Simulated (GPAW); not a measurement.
# ZnS (F-43m) in GPAW: notebook

One crystal, ZnS, is run at these levels: PBEsol, MS2, LDA, PBE; tasks: band structure, equation of state.

Program: GPAW 26.7.0. These are calculated values, not measurements. Logs are shortened: lines on timing, memory, paths and dates and some standing lists are left out, and cuts for length are marked. The log counts tension as positive stress, the text compression.

**Measured values to compare with.**

“Electronic, vibrational, and thermodynamic properties of ZnS (zincblende and rocksalt structure)”, 2009, arxiv:0911.5022 quotes, for a bulk crystal of ZnS at 19 K: band gap 3.85 eV (direct).

The results are compared with them further down.

**1. The crystal as given**

It takes space group F-43m (No. 216, cubic). Conventional cell: a = 5.404 Å, b = 5.404 Å, c = 5.404 Å, α = 90.00°, β = 90.00°, γ = 90.00°. Zn (site symmetry -43m) is surrounded by 4 S at 2.34 Å. Around S (site symmetry -43m) lie 4 Zn at 2.34 Å.

**2. Band structure, PBEsol**

The input, run.py:

```python
import spglib
from ase import Atoms
from ase.dft.bandgap import bandgap
from ase.io import read, write
from ase.units import GPa
from gpaw import GPAW, PW, setup_paths

setup_paths.insert(0, '.')

atoms = read('ZnS.cif')
cell, positions, numbers = spglib.find_primitive(
    (atoms.cell[:], atoms.get_scaled_positions(), atoms.numbers), symprec=1e-4)
atoms = Atoms(numbers, cell=cell, scaled_positions=positions, pbc=True)

calc = GPAW(mode=PW(600),
            xc='PBEsol',
            kpts={'size': (7, 7, 7), 'gamma': True},
            occupations={'name': 'fermi-dirac', 'width': 0.05},
            nbands=18,
            convergence={'density': 1e-05, 'energy': 1e-05},
            maxiter=150,
            txt='gpaw.txt')
atoms.calc = calc
energy = atoms.get_potential_energy()
forces = atoms.get_forces()
stress = atoms.get_stress()
calc.write('gs.gpw')
write('result.traj', atoms)
print(f'Energy: {energy:.6f} eV')
print('Forces (eV/A):')
print(forces.round(4))
print('Stress (GPa):', (stress / GPa).round(3))
print('Fermi level:', round(calc.get_fermi_level(), 4), 'eV')
print(f'Gap: {bandgap(calc)[0]:.4f} eV, direct: {bandgap(calc, direct=True)[0]:.4f} eV')

path = atoms.cell.bandpath('GXWKGLUWLK,UX', npoints=80, eps=1e-4)
bs_calc = calc.fixed_density(kpts=path, symmetry='off', nbands=28,
                             convergence={'bands': 'CBM+6.0', 'eigenstates': 1e-6}, txt='bands.txt')
bs = bs_calc.band_structure()
bs.write('bs.json')
print(f'Gap on the path: {bandgap(bs_calc)[0]:.4f} eV')
```

The input, ZnS.cif:

```cif
data_ZnS
_cell_length_a 5.40400000
_cell_length_b 5.40400000
_cell_length_c 5.40400000
_cell_angle_alpha 90.00000000
_cell_angle_beta 90.00000000
_cell_angle_gamma 90.00000000
_space_group_name_H-M_alt 'F-43m'
_space_group_name_Hall 'F -4 2 3'
_space_group_IT_number 216
loop_
_space_group_symop_operation_xyz
'x,y,z'
'y,-x,-z'
'-x,-y,z'
'-y,x,-z'
'x,-y,-z'
'y,x,z'
'-x,y,-z'
'-y,-x,z'
'z,x,y'
'-z,y,-x'
'z,-x,-y'
'-z,-y,x'
'-z,x,-y'
'z,y,x'
'-z,-x,y'
'z,-y,-x'
'y,z,x'
'-x,-z,y'
'-y,z,-x'
'x,-z,-y'
'-y,-z,x'
'x,z,y'
'y,-z,-x'
'-x,z,-y'
'x,y+1/2,z+1/2'
'y,-x+1/2,-z+1/2'
'-x,-y+1/2,z+1/2'
'-y,x+1/2,-z+1/2'
'x,-y+1/2,-z+1/2'
'y,x+1/2,z+1/2'
'-x,y+1/2,-z+1/2'
'-y,-x+1/2,z+1/2'
'z,x+1/2,y+1/2'
'-z,y+1/2,-x+1/2'
'z,-x+1/2,-y+1/2'
'-z,-y+1/2,x+1/2'
'-z,x+1/2,-y+1/2'
'z,y+1/2,x+1/2'
'-z,-x+1/2,y+1/2'
'z,-y+1/2,-x+1/2'
'y,z+1/2,x+1/2'
'-x,-z+1/2,y+1/2'
'-y,z+1/2,-x+1/2'
'x,-z+1/2,-y+1/2'
'-y,-z+1/2,x+1/2'
'x,z+1/2,y+1/2'
'y,-z+1/2,-x+1/2'
'-x,z+1/2,-y+1/2'
'x+1/2,y,z+1/2'
'y+1/2,-x,-z+1/2'
'-x+1/2,-y,z+1/2'
'-y+1/2,x,-z+1/2'
'x+1/2,-y,-z+1/2'
'y+1/2,x,z+1/2'
'-x+1/2,y,-z+1/2'
'-y+1/2,-x,z+1/2'
'z+1/2,x,y+1/2'
'-z+1/2,y,-x+1/2'
'z+1/2,-x,-y+1/2'
'-z+1/2,-y,x+1/2'
'-z+1/2,x,-y+1/2'
'z+1/2,y,x+1/2'
'-z+1/2,-x,y+1/2'
'z+1/2,-y,-x+1/2'
'y+1/2,z,x+1/2'
'-x+1/2,-z,y+1/2'
'-y+1/2,z,-x+1/2'
'x+1/2,-z,-y+1/2'
'-y+1/2,-z,x+1/2'
'x+1/2,z,y+1/2'
'y+1/2,-z,-x+1/2'
'-x+1/2,z,-y+1/2'
'x+1/2,y+1/2,z'
'y+1/2,-x+1/2,-z'
'-x+1/2,-y+1/2,z'
'-y+1/2,x+1/2,-z'
'x+1/2,-y+1/2,-z'
'y+1/2,x+1/2,z'
'-x+1/2,y+1/2,-z'
'-y+1/2,-x+1/2,z'
'z+1/2,x+1/2,y'
'-z+1/2,y+1/2,-x'
'z+1/2,-x+1/2,-y'
'-z+1/2,-y+1/2,x'
'-z+1/2,x+1/2,-y'
'z+1/2,y+1/2,x'
'-z+1/2,-x+1/2,y'
'z+1/2,-y+1/2,-x'
'y+1/2,z+1/2,x'
'-x+1/2,-z+1/2,y'
'-y+1/2,z+1/2,-x'
'x+1/2,-z+1/2,-y'
'-y+1/2,-z+1/2,x'
'x+1/2,z+1/2,y'
'y+1/2,-z+1/2,-x'
'-x+1/2,z+1/2,-y'
loop_
_atom_site_label
_atom_site_type_symbol
_atom_site_symmetry_multiplicity
_atom_site_Wyckoff_symbol
_atom_site_fract_x
_atom_site_fract_y
_atom_site_fract_z
_atom_site_occupancy
Zn1 Zn 4 c 0.2500000000 0.2500000000 0.2500000000 1
S1 S 4 a 0.0000000000 0.0000000000 0.0000000000 1
```

Potentials or basis: PAW data sets generated in the run's folder for this functional, pw.

On the command line:

```sh
$ gpaw-setup -f PBEsol S Zn
$ OMP_NUM_THREADS=1 python run.py
```

gpaw.txt:

```text
__  _  _
 | _ |_)|_||  |
 |__||  | ||/\| - 26.7.0

Input parameters:
  mode=PW(ecut=600.0),
  convergence={'density': 1e-05, 'energy': 1e-05},
  kpts=MonkhorstPack(size=(7, 7, 7), gamma=True),
  maxiter=150,
  nbands=18,
  occupations=Occupations(name='fermi-dirac', width=0.05),
  xc=XC(name='PBEsol')

Diagonalizing LCAO Hamiltonian
Converting LCAO to pw mode

           Zn

       S

Atoms  # Å, Bohr magnetons
|   | symbol |        x |        y |        z |    initial magnetic moments |
|---|--------|----------|----------|----------|-----------------------------|
| 0 |     Zn | 1.351000 | 1.351000 | 1.351000 | ( 0.0000,  0.0000,  0.0000) |
| 1 |      S | 0.000000 | 0.000000 | 0.000000 | ( 0.0000,  0.0000,  0.0000) |

Unit cell  # Å
| periodic |        x |        y |        z |  lengths |    angles |
|----------|----------|----------|----------|----------|-----------|
|      yes | 0.000000 | 2.702000 | 2.702000 | 3.821205 | 60.000000 |
|      yes | 2.702000 | 0.000000 | 2.702000 | 3.821205 | 60.000000 |
|      yes | 2.702000 | 2.702000 | 0.000000 | 3.821205 | 60.000000 |

Number of symmetries: 24
Symmetry operations  # r_c * U_cc + t_c -> r_c
|    | kind |            matrix            |
|----|------|------------------------------|
|  0 |  E   |  1, 0, 0,  0, 1, 0,  0, 0, 1 |
|  1 |  σ   |  1, 0, 0,  0, 0, 1,  0, 1, 0 |
|  2 |  σ   |  1, 0,-1,  0, 1,-1,  0, 0,-1 |
|  3 |  C3  |  1, 0,-1,  0, 0,-1,  0, 1,-1 |
|  4 |  C3  |  1,-1, 0,  0,-1, 1,  0,-1, 0 |
|  5 |  σ   |  1,-1, 0,  0,-1, 0,  0,-1, 1 |
|  6 |  σ   |  0, 1, 0,  1, 0, 0,  0, 0, 1 |
|  7 |  C3  |  0, 1, 0,  0, 0, 1,  1, 0, 0 |
|  8 |  C2  |  0, 1,-1,  1, 0,-1,  0, 0,-1 |
|  9 |  S4  |  0, 1,-1,  0, 0,-1,  1, 0,-1 |
| 10 |  C3  |  0, 0, 1,  1, 0, 0,  0, 1, 0 |
| 11 |  σ   |  0, 0, 1,  0, 1, 0,  1, 0, 0 |
| 12 |  S4  |  0, 0,-1,  1, 0,-1,  0, 1,-1 |
| 13 |  C3  |  0, 0,-1,  0, 1,-1,  1, 0,-1 |
| 14 |  S4  |  0,-1, 1,  1,-1, 0,  0,-1, 0 |
| 15 |  C2  |  0,-1, 1,  0,-1, 0,  1,-1, 0 |
| 16 |  C3  |  0,-1, 0,  1,-1, 0,  0,-1, 1 |
| 17 |  S4  |  0,-1, 0,  0,-1, 1,  1,-1, 0 |
| 18 |  S4  | -1, 1, 0, -1, 0, 1, -1, 0, 0 |
| 19 |  C3  | -1, 1, 0, -1, 0, 0, -1, 0, 1 |
| 20 |  C3  | -1, 0, 1, -1, 1, 0, -1, 0, 0 |
| 21 |  S4  | -1, 0, 1, -1, 0, 0, -1, 1, 0 |
| 22 |  σ   | -1, 0, 0, -1, 1, 0, -1, 0, 1 |
| 23 |  C2  | -1, 0, 0, -1, 0, 1, -1, 1, 0 |

BZ-sampling:
  Number of BZ points: 343
  Number of IBZ points: 20

  Monkhorst-Pack size: [7, 7, 7]
  Monkhorst-Pack shift: [0, 0, 0]

K-points  # in reciprocal-cell coordinates
|     |                                coordinates |     weight |
|-----|--------------------------------------------|------------|
|   0 | (  0.00000000,   0.00000000,   0.00000000) | 0.00291545 |
|   1 | (  0.14285714,   0.14285714,   0.00000000) | 0.01749271 |
|   2 | (  0.14285714,   0.14285714,   0.14285714) | 0.02332362 |
|   3 | (  0.28571429,   0.14285714,   0.14285714) | 0.03498542 |
|   4 | (  0.28571429,   0.28571429,   0.00000000) | 0.01749271 |
|   5 | (  0.28571429,   0.28571429,   0.14285714) | 0.06997085 |
|   6 | (  0.28571429,   0.28571429,   0.28571429) | 0.02332362 |
|   7 | (  0.42857143,  -0.28571429,  -0.28571429) | 0.03498542 |
|   8 | (  0.42857143,   0.28571429,  -0.42857143) | 0.13994169 |
|   9 | (  0.42857143,   0.28571429,  -0.28571429) | 0.06997085 |
| ... |                                            |            |
|  19 | (  0.42857143,   0.42857143,   0.42857143) | 0.02332362 |

Plane wave coefficients: 1363
Cutoff: 600.0 eV

Spin-components: 1 (collinear spins)
Bands:           18
Projectors:      11
Spin-degeneracy: 2
Datatype:        complex128

Parallelization:
  kpt:    1
  domain: 1
  band:   1

Density:
  Valence electrons: 18.0
  Components: 1
  Grid points: [24 24 24]
  Charge: 0.0  # |e|

Potential:
  Grid points: [24 24 24]

species:
  Zn:
    name:    Zinc
    Z:       30.0
    valence: 12
    core:    18
    charge:  0.0  # [|e|]
    compensation charges:
      type: gauss
      rc: 0.37  # [Å]
      lmax: 2
    cutoffs:
      filter: 2.14  # [Å]
      core: 2.28  # [Å]
    projectors
    | kind |    occ | energy [eV] | rcut [Å] |
    |------|--------|-------------|----------|
    |   4s |  2.000 |      -5.996 |    1.286 |
    |   4p |  0.000 |      -1.076 |    1.270 |
    |   3d | 10.000 |     -10.170 |    1.180 |
    |    s |        |      21.215 |    1.286 |
    |    p |        |      26.135 |    1.270 |
    |    d |        |      17.041 |    1.180 |

    Using partial waves for Zn as LCAO basis

  S:
    name:    Sulfur
    Z:       16.0
    valence: 6
    core:    10
    charge:  0.0  # [|e|]
    compensation charges:
      type: gauss
      rc: 0.24  # [Å]
      lmax: 2
    cutoffs:
      filter: 1.77  # [Å]
      core: 1.66  # [Å]
    projectors
    | kind |    occ | energy [eV] | rcut [Å] |
    |------|--------|-------------|----------|
    |   3s |  2.000 |     -17.192 |    0.974 |
    |   3p |  4.000 |      -6.978 |    0.979 |
    |    s |        |      10.020 |    0.974 |
    |    p |        |      20.234 |    0.979 |
    |    d |        |       0.000 |    0.900 |

    Using partial waves for S as LCAO basis

Reference energy: -59662.944940  # eV

eigensolver:
  PPCG
  Converge bands: occupied
  niter=2

density mixing:
  MSR1-Mixer
  Pratt-step length: 0.05
  Maximum mixing coefficient: 0.75
  Old densities: 10
  SVD Regularization: 0.005
  Good broyden scale: 1.0
  Trust region scale: 1.0
  Backstep threshold: 4.0
  History deletion threshold: 6.0
  Fourier metric: weight=20.0, sigma=0.015

occupation numbers:
  Fermi-Dirac:
    width: 0.0500  # eV

poisson solver:
  ecut: 4800.0  # eV

xc functional:
  name: PBEsol with 2 nearest neighbor stencil

convergence criteria:
- Maximum integral of absolute [dens]ity change: 1e-05 electrons / valence electron
- Maximum [total energy] change in last 3 cyles: 1e-05 eV / valence electron
- Maximum integral of absolute [eigenst]ate change: 4e-08 eV^2 / valence electron
maximum number of iterations: 150

SCF iterations
|iter     | |      energy | eigst |  dens |
|---------|-|-------------|-------|-------|
|iter:   1| |   -8.003644 | -0.08 |       |
|iter:   2| |   -7.921988 | -1.81 | -1.20 |
|iter:   3| |   -7.654646 | -1.56 | -1.25 |
|iter:   4| |   -7.653444 | -2.75 | -1.80 |
|iter:   5| |   -7.654394 | -3.87 | -2.26 |
|iter:   6| |   -7.654403 | -4.85 | -3.22 |
|iter:   7| |   -7.654420c| -5.89 | -3.60 |
|iter:   8| |   -7.654424c| -6.08 | -3.99 |
|iter:   9| |   -7.654424c| -8.64c| -5.04c|

Converged in 9 steps
Energy contributions relative to reference atoms: (reference = -59662.944940)

Energy contributions:
  Kinetic:           8.100456
  Coulomb:          -6.861485
  Zero:              0.045430
  External:          0.000000
  Xc:               -8.938825
  Entropy:          -0.000000
  Spinorbit:         0.000000
  ----------------------------
  Free energy:      -7.654424
  Extrapolated:     -7.654424

dipole moment: (-20.013655, -20.013655, -20.013655)  # |e|*Ang

Fermi level: 4.596
Eigenvalues  # (at kpt = [0.000, 0.000, 0.000])
| band index |      eig [eV] | occ [0-2] |
|------------|---------------|-----------|
|          0 |        -9.500 |     2.000 |
|          1 |        -2.705 |     2.000 |
|          2 |        -2.705 |     2.000 |
|          3 |        -2.705 |     2.000 |
|          4 |        -2.213 |     2.000 |
|          5 |        -2.213 |     2.000 |
[... 10 lines left out ...]
|         16 |        18.002 |     0.000 |
|         17 |        18.002 |     0.000 |

Gap: 1.967 eV
Transition (v -> c):
  (s=0, k=0, n=8, [0.00, 0.00, 0.00]) -> (s=0, k=0, n=9, [0.00, 0.00, 0.00])
No difference between direct/indirect transitions

Forces  # eV/Ang
|       x |        y |       z |
|---------|----------|---------|
| 0.00000 | -0.00000 | 0.00000 |  # Zn   0
| 0.00000 | -0.00000 | 0.00000 |  # S    1

Stress tensor  # eV/Ang^3
|        x |        y |        z |
|----------|----------|----------|
| 0.012391 | 0.000000 | 0.000000 |
| 0.000000 | 0.012391 | 0.000000 |
| 0.000000 | 0.000000 | 0.012391 |

# Writing to gs.gpw (mode='')
```

Run time: 47 s. Hardware: 1 thread of Arm Neoverse V1, shared host; peak memory 0.24 GiB.

What came out:

* Free energy: -7.6544 eV
* Pressure: -2.0 GPa
* Band gap on the k mesh: 1.97 eV, direct
* Band gap along the path: 1.97 eV, direct

Levels at the corners of the path, in eV from the valence-band top:
```tsv
point	band 5	band 6	band 7	band 8	band 9	band 10	band 11	band 12	band 13
Γ	-5.86	-5.86	0.00	0.00	0.00	1.97	6.27	6.27	6.27
X	-5.79	-5.65	-4.60	-2.25	-2.25	3.23	3.96	10.81	11.84
W	-5.90	-5.46	-4.63	-2.80	-2.76	5.55	5.98	7.72	8.04
K	-5.83	-5.51	-4.66	-3.16	-1.83	3.98	5.86	9.21	9.64
Γ	-5.86	-5.86	0.00	0.00	0.00	1.97	6.27	6.27	6.27
L	-5.83	-5.66	-5.35	-0.87	-0.87	3.19	6.79	6.79	8.69
U	-5.83	-5.51	-4.66	-3.16	-1.83	3.98	5.86	9.21	9.64
W	-5.90	-5.46	-4.63	-2.80	-2.76	5.55	5.98	7.72	8.04
L	-5.83	-5.66	-5.35	-0.87	-0.87	3.19	6.79	6.79	8.69
K	-5.83	-5.51	-4.66	-3.16	-1.83	3.98	5.86	9.21	9.64
U	-5.83	-5.51	-4.66	-3.16	-1.83	3.98	5.86	9.21	9.64
X	-5.79	-5.65	-4.60	-2.25	-2.25	3.23	3.96	10.81	11.84
```

(Part 1 of 3 ends here.)
